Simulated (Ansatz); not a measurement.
# Ge: the cost of one run

Program: Ansatz 0.2.0. Level of theory: DFT PBE+D3(BJ), scalar-relativistic, plane waves, PAW. These are calculated values, not measurements.

That is the level of the relaxation; later steps name their own.

1 further run of the same task is left out (set aside as unsound or not needed).

### Step 1. Starting point

It takes space group P-3m1 (No. 164, trigonal). The conventional cell has a = 4.022 Å, b = 4.022 Å, c = 28.000 Å, α = 90.00°, β = 90.00°, γ = 120.00°. Ge (site symmetry 3m) is surrounded by 3 Ge at 2.42 Å.

Coordinates:

```cif
data_structure
_symmetry_space_group_name_H-M 'P 1'
_symmetry_Int_Tables_number 1
_cell_length_a 4.0224
_cell_length_b 4.0224
_cell_length_c 28.0000
_cell_angle_alpha 90.000
_cell_angle_beta 90.000
_cell_angle_gamma 120.000
_cell_volume 392.33
loop_
_atom_site_label
_atom_site_type_symbol
_atom_site_fract_x
_atom_site_fract_y
_atom_site_fract_z
_atom_site_occupancy
Ge1 Ge 0.33333 0.66667 0.51221 1
Ge2 Ge 0.66667 0.33333 0.48779 1
```

This sheet was relaxed beforehand with the same method; its gap on the mesh is none (metal).

### Step 2. Levels with PBE+D3(BJ)

input.yaml

```yaml
crystal:
  lattice:
    - [4.022379154, 0.0, 0.0]
    - [-2.011189577, 3.483482531, 0.0]
    - [0.0, 0.0, 28.0]
  atoms:
    - { symbol: Ge, position: [0.3333333333, 0.6666666667, 0.5122141774] }
    - { symbol: Ge, position: [0.6666666667, 0.3333333333, 0.4877858226] }
  periodic: [true, true, false]
basis:
  ecutwfc: 420
kpoints:
  mp_grid: { grid: [12, 12, 1] }
  band_path:
    path:
      - [0.0, 0.0, 0.0]
      - [0.05, 0.0, 0.0]
      - [0.1, 0.0, 0.0]
      - [0.15, 0.0, 0.0]
      - [0.2, 0.0, 0.0]
      - [0.25, 0.0, 0.0]
      - [0.3, 0.0, 0.0]
      - [0.35, 0.0, 0.0]
      - [0.4, 0.0, 0.0]
      - [0.45, 0.0, 0.0]
      - [0.5, 0.0, 0.0]
      - [0.4833333333, 0.0333333333, 0.0]
      - [0.4666666667, 0.0666666667, 0.0]
      - [0.45, 0.1, 0.0]
      - [0.4333333333, 0.1333333333, 0.0]
      - [0.4166666667, 0.1666666667, 0.0]
      - [0.4, 0.2, 0.0]
      - [0.3833333333, 0.2333333333, 0.0]
      - [0.3666666667, 0.2666666667, 0.0]
      - [0.35, 0.3, 0.0]
      - [0.3333333333, 0.3333333333, 0.0]
      - [0.3, 0.3, 0.0]
      - [0.2666666667, 0.2666666667, 0.0]
      - [0.2333333333, 0.2333333333, 0.0]
      - [0.2, 0.2, 0.0]
      - [0.1666666667, 0.1666666667, 0.0]
      - [0.1333333333, 0.1333333333, 0.0]
      - [0.1, 0.1, 0.0]
      - [0.0666666667, 0.0666666667, 0.0]
      - [0.0333333333, 0.0333333333, 0.0]
    npoints: 1
hamiltonian:
  xc: pbe
  dispersion: d3bj
scf:
  occupations: { method: gaussian, width: 0.1 }
  n_extra_bands: 6
output:
  forces: true
  stress: true
  eigenvalues: true
```

The run is started by

```sh
$ ansatz run input.yaml --threads 1 --pin off --max-ram 2560MiB --backend cpu --events-out ev --progress --plain --runs-dir out
```

Q: Estimate wall time and peak memory on 1 thread of Arm Neoverse V2, shared host.

About 12 s, with a peak of 0.51 GiB.
